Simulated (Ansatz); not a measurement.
## TlCl: the functional and the phonons

TlCl in the CsCl structure, relaxed with PBE.

```
Tl Cl
1.0
     3.90431    0.00000    0.00000
     0.00000    3.90431    0.00000
     0.00000    0.00000    3.90431
Tl Cl
1 1
Direct
  0.00000 0.00000 0.00000
  0.50000 0.50000 0.50000
```

DFT in Ansatz; PBE; Ansatz hand-made PAW at 660 eV; k mesh 4×4×4; fixed occupations; no spin. Harmonic phonons by linear response, frequencies in cm⁻¹, imaginary ones marked i; at Γ the three translations are left out and no LO–TO term is added.

Caveats: coarse k mesh; the program warns that the mesh is coarse for the field response.

At 29.76 Å³ an atom it gives top Γ mode (cm⁻¹) 4; lowest mode at q = [0.5, 0.5, 0.5] (cm⁻¹) 39; top mode at q = [0.5, 0.5, 0.5] (cm⁻¹) 117; mean ε∞ 4.91; mean Born charge of Tl (e) 1.98.

Problem. Repeat with PBEsol in its relaxed cell, LDA in its relaxed cell, on the same kind of potentials and mesh. What changes?

Solution. 
```tsv
functional	cutoff (eV)	volume (Å³/atom)	top Γ mode (cm⁻¹)	lowest mode at q = [0.5, 0.5, 0.5] (cm⁻¹)	top mode at q = [0.5, 0.5, 0.5] (cm⁻¹)	mean ε∞	mean Born charge of Tl (e)
PBEsol in its relaxed cell	660	26.90	43	44	134	5.60	2.09
LDA in its relaxed cell	660	25.33	55	47	145	6.01	2.15
```
